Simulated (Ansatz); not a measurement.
# AlRu in Ansatz: the effect of Hubbard term

AlRu:

```
CELL_PARAMETERS angstrom
2.99160 0.00000 0.00000
0.00000 2.99160 0.00000
0.00000 0.00000 2.99160
ATOMIC_POSITIONS crystal
Ru 0.50000 0.50000 0.50000
Al 0.00000 0.00000 0.00000
```

Alike in all runs:

| Property | Result |
| --- | --- |
| Program | Ansatz 0.2.0 |
| Task | density of states |
| Functional | LDA |
| Potentials or basis | Ansatz PAW |
| Cutoff | 420 eV |
| Density cutoff | 1680 eV |
| k mesh | 9 × 9 × 9 |
| Occupations | fermi-dirac, width 0.05 eV |
| Spin | no spin polarisation |
| Hubbard projectors | ortho-atomic (the default) |
| Double counting | fll (the default) |

**Question.** One run gave: pressure -12.2 GPa. Which Hubbard term did it use?
A. Ru d U = 6 eV
B. Ru d U = 8 eV
C. Ru d U = 4 eV
D. Ru d U = 5 eV

**Answer.** B.

```csv
Hubbard term,pressure (GPa)
Ru d U = 4 eV,-10.7
Ru d U = 5 eV,-10.9
Ru d U = 6 eV,-11.3
Ru d U = 8 eV,-12.2
```

Caveats: U without spin polarisation on a metal has little footing; the PAW data sets come from PBE, with cores solved anew for the run's functional, which leaves a small shift of forces and pressure; the U is typed as a test and isn't derived for this compound; the density of states is complete only up to the lowest level of the last band computed.

Not every run made on this cell is shown here.
